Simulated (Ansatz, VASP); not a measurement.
Al in VASP and in Ansatz

```
CELL_PARAMETERS angstrom
-1.72916 1.72916 2.97889
1.72916 -1.72916 2.97889
1.72916 1.72916 -2.97889
ATOMIC_POSITIONS crystal
Al 0.29191 0.29191 0.00000
Al 0.70809 0.70809 0.00000
```

Alike in both runs: task single point; functional PBE; k mesh 8 × 8 × 8; occupations gaussian, width 0.1 eV; no spin polarisation.

|  | VASP | Ansatz |
| --- | --- | --- |
| version | VASP 6.6.1 | Ansatz 0.2.0 |
| potentials or method | VASP PAW PBE potentials, release 64 (Al) | scalar-relativistic, plane waves, PAW |
| plane-wave cutoff (eV) | 520 | 420 |
| valence electrons in the cell | 6 | 6 |

VASP gave:

- gap on the k mesh at the Fermi level (eV): none
- pressure (GPa): 16.1
- largest component of the traceless stress (GPa): 7.63
- rms of the force components (eV/Å): 0.185

Q: What did Ansatz give for the same quantities?

A: gap on the k mesh at the Fermi level (eV): none; pressure (GPa): 16.1; largest component of the traceless stress (GPa): 7.63; rms of the force components (eV/Å): 0.186.

Atom by atom the forces differ by 0.001 eV/Å (rms over components). A gap of «none» marks a metal or a gap that the smearing closes.

Caveats: so large a pressure means that the cell lies far from this level's equilibrium, or that cutoff or potentials fall short (VASP).
